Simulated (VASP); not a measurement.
# HgTe (I-4m2) in VASP: single point with PBE

Aim: the single point of HgTe with PBE.

Everything below comes from runs of VASP 6.6.1. Logs are shortened: lines on timing, memory, paths and dates and some standing lists are left out, and cuts for length are marked.

### 1 The cell of the first run

It takes space group I-4m2 (No. 119, tetragonal). Conventional cell: a = 4.430 Å, b = 4.430 Å, c = 6.578 Å, α = 90.00°, β = 90.00°, γ = 90.00°. Hg (site symmetry -4m2) has 4 Te at 2.76 Å as nearest neighbours. Te (site symmetry -4m2) has 4 Hg at 2.76 Å as nearest neighbours.

The cell was built by a generator and needn't be a form met in nature.

### 2 Single point, PBE (biaxial_xy strain -4.8%)

INCAR

```
ALGO = Normal
EDIFF = 1E-6
ENCUT = 520
GGA = PE
ISIF = 2
ISMEAR = -1
LASPH = T
LCHARG = F
LREAL = F
LWAVE = F
NBANDS = 16
NELM = 100
PREC = Accurate
SIGMA = 0.02
```

KPOINTS

```
k-points
0
Gamma
  6 6 6
```

POSCAR

```
HgTe
1.0
    0.0000000000      3.1322650575      3.2891578888
    3.1322650575      0.0000000000      3.2891578888
    3.1322650575      3.1322650575      0.0000000000
Hg Te
1 1
Direct
    0.0000000000      0.0000000000      0.0000000000
    0.2500000000      0.2500000000      0.2500000000
```

Potentials or basis: VASP PAW PBE potentials, release 64 (Hg, Te).

On the command line:

```console
cat potpaw_PBE.64/Hg/POTCAR potpaw_PBE.64/Te/POTCAR > POTCAR
mpirun -np 1 vasp_std > vasp.out
```

OUTCAR:

```text
EDIFF = 1E-6
   ENCUT = 520
   GGA = PE
   ISIF = 2
   ISMEAR = -1
   LASPH = T
   LREAL = F
   NELM = 100
   PREC = Accurate

 ion  position               nearest neighbor table
   1  0.000  0.000  0.000-   2 2.76   2 2.76   2 2.76   2 2.76
   2  0.250  0.250  0.250-   1 2.76   1 2.76   1 2.76   1 2.76

  LATTYP: Found a body centered tetragonal cell.
 ALAT       =     4.4296917253
 C/A-ratio  =     1.4850504698

  Lattice vectors:

 A1 = (  -3.1322650575,   0.0000000000,   3.2891578888)
 A2 = (   3.1322650575,   0.0000000000,   3.2891578888)
 A3 = (   0.0000000000,   3.1322650575,  -3.2891578888)

Analysis of symmetry for initial positions (statically):
=====================================================================
 Subroutine PRICEL returns:
 Original cell was already a primitive cell.

 Routine SETGRP: Setting up the symmetry group for a
 body centered tetragonal supercell.

 Subroutine GETGRP returns: Found  8 space group operations
 (whereof  8 operations were pure point group operations)
 out of a pool of 16 trial point group operations.

The static configuration has the point symmetry D_2d.

Analysis of symmetry for dynamics (positions and initial velocities):
=====================================================================
 Subroutine PRICEL returns:
 Original cell was already a primitive cell.

 Routine SETGRP: Setting up the symmetry group for a
 body centered tetragonal supercell.

 Subroutine GETGRP returns: Found  8 space group operations
 (whereof  8 operations were pure point group operations)
 out of a pool of 16 trial point group operations.

The dynamic configuration has the point symmetry D_2d.

 Subroutine INISYM returns: Found  8 space group operations
 (whereof  8 operations are pure point group operations),
 and found     1 'primitive' translations

----------------------------------------------------------------------------------------

                                     Primitive cell

  volume of cell :      64.5404

  direct lattice vectors                    reciprocal lattice vectors
     0.000000000  3.132265058  3.289157889    -0.159628892  0.159628892  0.152014594
     3.132265058  0.000000000  3.289157889     0.159628892 -0.159628892  0.152014594
     3.132265058  3.132265058  0.000000000     0.159628892  0.159628892 -0.152014594

  length of vectors
     4.541986791  4.541986791  4.429691725     0.272160252  0.272160252  0.272160252

  position of ions in fractional coordinates (direct lattice)
[... 80 lines left out ...]
   LREAL  =      F    real-space projection
   EDIFFG = 0.1E-04   stopping-criterion for IOM
   NSW    =      0    number of steps for IOM
   IBRION =     -1    ionic relax: 0-MD 1-quasi-New 2-CG
   NFREE  =      0    steps in history (QN), initial steepest desc. (CG)
   ISIF   =      2    stress and relaxation
   ISYM   =      2    0-nonsym 1-usesym 2-fastsym
   POTIM  = 0.5000    time-step for ionic-motion
   TEBEG  =    0.0;   TEEND  =   0.0 temperature during run
   PSTRESS=    0.0 pullay stress
   NELECT =      18.0000    total number of electrons
   NUPDOWN=      -1.0000    fix difference up-down
   EMIN   =  10.00;   EMAX   =-10.00  energy-range for DOS
   EFERMI =   0.00;   METHOD = LEGACY
   ISMEAR =    -1;   SIGMA  =   0.02  broadening in eV -4-tet -1-fermi 0-gaus
   EFERMI_NEDOS =   21; number of points for ismear=-14 and -15
   IALGO  =     38    algorithm
   IMIX   =      4    mixing-type and parameters
     AMIX     =   0.40;   BMIX     =  1.00
     AMIX_MAG =   1.60;   BMIX_MAG =  1.00
  volume/ion in A,a.u.               =      32.27       217.77
  Fermi-wavevector in a.u.,A,eV,Ry     =   1.069601  2.021253 15.565692  1.144046
  Thomas-Fermi vector in A             =   2.205285
   LORBIT       =      0    0 simple, 1 ext, 2 COOP (PROOUT), +10 PAW based schemes
   GGA     = PE    functional components
   LHFCALC =     F    Hartree Fock is set to
   AEXX    =    0.0000 exact exchange contribution
   IVDW    =     0    specifies the selected vdW correction
   LEPSILON=     F    determine dielectric tensor
   LRPA    =     F    only Hartree local field effects (RPA)
 non-spin polarized calculation
  energy-cutoff  :      520.00
  volume of cell :       64.54
 maximum number of plane-waves:      1755
 NGX is ok and might be reduce to    36
   NGX = 17   NGY = 17   NGZ = 17

 number of electron      17.9999998 magnetization

 Free energy of the ion-electron system (eV)
  ---------------------------------------------------
  ext. energy  EPLUGINS =         0.00000000
  ---------------------------------------------------
  free energy    TOTEN  =        -3.47487875 eV

  energy without entropy =       -3.47462192  energy(sigma->0) =       -3.47475033

 E-fermi :   3.6539     XC(G=0):  -8.9516

 val. band max:        3.6538865010   @ k =   0.0000   0.0000   0.0000
 cond. band min:       4.2811399189   @ k =   0.5000   0.0000   0.0000
 fundamental gap:      0.6272534179
 Fermi energy:         3.6538886805

 k-point     1 :       0.0000    0.0000    0.0000
  band No.  band energies     occupation
      1      -8.7250      2.00000
      2      -4.0436      2.00000
      3      -4.0295      2.00000
      4      -4.0295      2.00000
      5      -3.4720      2.00000
      6      -3.4324      2.00000
[... 433 lines left out ...]
      3      -3.7282      2.00000
      4      -3.6483      2.00000
      5      -3.4079      2.00000
      6      -3.0587      2.00000
[... 8 lines left out ...]
     15      13.9251      0.00000
     16      15.1707      0.00000

 [... further k-points ...]

------------------------ aborting loop because EDIFF is reached ----------------------------------------

  FORCE on cell =-STRESS in cart. coord.  units (eV):
  Direction    XX          YY          ZZ          XY          YZ          ZX
  --------------------------------------------------------------------------------------
  -------------------------------------------------------------------------------------
  Total        2.6419945      2.6419945      2.4239729      0.0000000      0.0000000      0.0000000
  in kB       65.5859413     65.5859413     60.1736869      0.0000000      0.0000000      0.0000000
  external PRESSURE =      63.7818565 kB  Pullay stress =       0.0000000 kB

 VOLUME and BASIS-vectors are now :
 -----------------------------------------------------------------------------
  energy-cutoff  :      520.00
  volume of cell :       64.54
      direct lattice vectors                 reciprocal lattice vectors
     0.000000000  3.132265058  3.289157889    -0.159628892  0.159628892  0.152014594
     3.132265058  0.000000000  3.289157889     0.159628892 -0.159628892  0.152014594
     3.132265058  3.132265058  0.000000000     0.159628892  0.159628892 -0.152014594

 POSITION                                       TOTAL-FORCE (eV/Angst)
 -----------------------------------------------------------------------------------
      0.00000      0.00000      0.00000         0.000000      0.000000     -0.000000
      1.56613      1.56613      1.64458        -0.000000     -0.000000      0.000000
 -----------------------------------------------------------------------------------
    total drift:                                0.000000      0.000000     -0.000000

  FREE ENERGIE OF THE ION-ELECTRON SYSTEM (eV)
  ---------------------------------------------------
  free  energy   TOTEN  =        -3.4748787500 eV

  energy  without entropy=       -3.4746219168  energy(sigma->0) =       -3.47475033
```

OSZICAR:

```text
N       E                     dE             d eps       ncg     rms          rms(c)
DAV:   1     0.103237562952E+03    0.10324E+03   -0.82600E+03   968   0.991E+02
DAV:   2    -0.196658895626E+00   -0.10343E+03   -0.97578E+02  1088   0.227E+02
DAV:   3    -0.366357305713E+01   -0.34669E+01   -0.34581E+01  1192   0.428E+01
DAV:   4    -0.369764158434E+01   -0.34069E-01   -0.34066E-01  1432   0.379E+00
DAV:   5    -0.369782242514E+01   -0.18084E-03   -0.18084E-03  1272   0.217E-01    0.848E+00
DAV:   6    -0.348487021859E+01    0.21295E+00   -0.41110E-01  1120   0.888E+00    0.659E+00
DAV:   7    -0.347580129820E+01    0.90689E-02   -0.10993E-01  1144   0.232E+00    0.228E+00
DAV:   8    -0.347481863537E+01    0.98266E-03   -0.12683E-02  1072   0.131E+00    0.593E-01
DAV:   9    -0.347483472711E+01   -0.16092E-04   -0.77494E-04  1232   0.325E-01    0.152E-01
DAV:  10    -0.347486518703E+01   -0.30460E-04   -0.89372E-05  1248   0.828E-02    0.519E-02
DAV:  11    -0.347488168706E+01   -0.16500E-04   -0.41910E-05  1152   0.529E-02    0.474E-02
DAV:  12    -0.347487911177E+01    0.25753E-05   -0.50570E-06  1168   0.226E-02    0.226E-02
DAV:  13    -0.347487875003E+01    0.36174E-06   -0.10642E-06   904   0.581E-03
   1 F= -.34748788E+01 E0= -.34747503E+01  d E =-.256833E-03
```

It took 42 s on 1 thread of Intel Xeon Platinum 8259CL at 2.50GHz (Skylake/Cascade Lake), shared host; peak memory 0.21 GiB.

Results:

| Quantity | Value |
| --- | --- |
| Free energy | -3.4749 eV |
| Pressure | 6.4 GPa |
| Band gap on the k mesh | none (metal or under the smearing width) |

Levels at points of the mesh, in eV from the Fermi level:
```csv
k point,band 6,band 7,band 8,band 9,band 10,band 11,band 12,band 13
"(0.00, 0.00, 0.00)",-7.09,-0.68,-0.20,0.00,0.00,4.10,4.10,4.10
"(0.50, 0.00, 0.00)",-6.77,-5.85,-1.26,-1.02,0.63,4.81,5.07,6.80
"(0.50, 0.50, 0.00)",-6.67,-5.91,-2.39,-2.39,2.06,2.47,8.10,8.98
"(0.50, 0.00, 0.50)",-6.57,-5.66,-2.66,-2.53,1.69,2.23,8.42,8.80
```

Spin-orbit coupling is left out, which matters for the levels of Hg, Te.
